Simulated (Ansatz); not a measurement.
## From the elastic tensor of C at 18 GPa (stress–strain coefficients) to moduli and sound speeds

Computed with DFT PBE+D3(BJ), scalar-relativistic, plane waves, PAW in Ansatz 0.2.0. Cutoff 420 eV, 12×12×12 k-points (Γ-centred), fixed occupations. No spin polarisation.

It takes space group R-3m (No. 166, trigonal). The conventional cell has a = 2.438 Å, b = 2.438 Å, c = 8.442 Å, α = 90.00°, β = 90.00°, γ = 120.00°. C (site symmetry 3m) is surrounded by 3 C at 1.41 Å.

Relaxed-ion constants (GPa, on the Cartesian axes of the calculation):
```
1337.6  264.3    3.7    7.3    0.0    0.0
 264.3 1337.6    3.7   -7.3    0.0    0.0
   3.7    3.7  187.4    0.0    0.0    0.0
   7.2   -7.2    0.0   22.1    0.0    0.0
   0.0    0.0    0.0    0.0   22.1    7.2
   0.0    0.0    0.0    0.0    7.3  536.6
```

Density 2.754 g/cm³; 2 atoms in 14.48 Å³.

The values that follow are for a polycrystal of randomly turned grains, by Hill's mean where one number stands. In a crystal this anisotropic the Voigt and Reuss bounds lie far apart, so Hill's mean and the sound speeds and Debye temperature from it are rough.

* Bulk modulus, Voigt / Reuss / Hill: 378.4 / 153.0 / 265.7 GPa
* Shear modulus, Voigt / Reuss / Hill: 288.9 / 48.9 / 168.9 GPa
* Young's modulus: 418 GPa
* Poisson ratio: 0.238
* Pugh ratio B/G: 1.57
* Universal anisotropy index: 26.01
* Longitudinal and transverse sound speeds: 13350 and 7831 m/s
* Debye temperature from the mean sound speed: 1336 K

Cost: 1 run of about 0.53 core-minutes, on Intel Xeon 6975P-C (Granite Rapids) (shared hosts).

The tensor is that of a layered carbon: C11 is 1337.6 GPa, against 187.4 GPa for C33 and only 22.1 GPa for C44. In-plane strain has to stretch or bend the sp² σ network, reinforced by delocalised π bonding, whereas strain along c changes only the gaps between layers. C33 lies well above the familiar value for graphite at ambient pressure, probably because Pauli repulsion between π clouds steepens as the layers approach, though the dispersion term also contributes to this curvature. Sliding the layers meets little resistance because it breaks no covalent bonds, so basal shear remains the soft mode even under compression.

For a single crystal under hydrostatic load, the relevant bulk modulus is the Reuss value, 153.0 GPa, and about four fifths of the shrinkage is along c. The constants satisfy the elastic stability conditions for small homogeneous strains, but this doesn't make the layered form the ground state: diamond is the thermodynamically favoured carbon at such pressures, and the barrier to forming sp³ bonds between layers isn't probed here.
